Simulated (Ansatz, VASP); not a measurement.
Two plane-wave programs on Rh

```
Rh
1.0
     0.00000    1.89785    1.97376
     1.89785    0.00000    1.97376
     1.89785    1.89785    0.00000
Rh
1
Direct
  0.00000 0.00000 0.00000
```

Alike in both runs: functional PBE; k mesh 10 × 10 × 10; occupations fermi-dirac, width 0.05 eV; no spin polarisation.

|  | VASP | Ansatz |
| --- | --- | --- |
| version | VASP 6.6.1 | Ansatz 0.2.0 |
| potentials or method | VASP PAW PBE potentials, release 64 (Rh_pv) | Ansatz PAW |
| plane-wave cutoff (eV) | 520 | 420 |
| valence electrons in the cell | 15 | 17 |
| task | single point | band structure |

Ansatz gave:

| Quantity | Value |
| --- | --- |
| gap on the k mesh at the Fermi level (eV) | none |
| pressure (GPa) | -2.9 |
| largest component of the traceless stress (GPa) | 5.67 |

**Question.** Estimate VASP's values.

**Answer.** gap on the k mesh at the Fermi level (eV): none; pressure (GPa): -2.8; largest component of the traceless stress (GPa): 5.65.

A gap of «none» marks a metal or a gap that the smearing closes. The two sets of potentials don't hold the same shells in valence.
